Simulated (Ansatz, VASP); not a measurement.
## One calculation of PtSe2 (Sudovikovite), two programs

```
Pt Se
1.0
     3.67367    0.00000    0.00000
    -1.83683    3.18149    0.00000
     0.00000    0.00000    4.99359
Pt Se
1 2
Direct
  0.00000 0.00000 0.00000
  0.66667 0.33333 0.75000
  0.33333 0.66667 0.25000
```

Change from the starting cell: volume scaled by 0.96.

Alike in both runs: task single point; functional PBEsol; k mesh 8 × 8 × 5; occupations fermi-dirac, width 0.05 eV; no spin polarisation.

|  | VASP | Ansatz |
| --- | --- | --- |
| version | VASP 6.6.1 | Ansatz 0.2.0 |
| potentials or method | VASP PAW PBE potentials, release 64 (Pt, Se), cutoff 520 eV | all-electron LAPW, scalar-relativistic |

```tsv
	VASP	Ansatz	Ansatz less VASP
gap on the k mesh at the Fermi level (eV)	none	none	-
pressure (GPa)	8.4	8.3	-0.13
largest component of the traceless stress (GPa)	2.49	2.45	-0.040
rms of the force components (eV/Å)	0.432	0.420	-0.0116
```

Atom by atom the forces differ by 0.012 eV/Å (rms over components). A gap of «none» marks a metal or a gap that the smearing closes. Ansatz ran all-electron here, so the differences hold the error of VASP's frozen core and of both bases.

Caveats: the PAW data sets were made with another functional, which shifts forces and pressure a little (VASP). Spin-orbit coupling is left out, which matters for the levels of Pt.
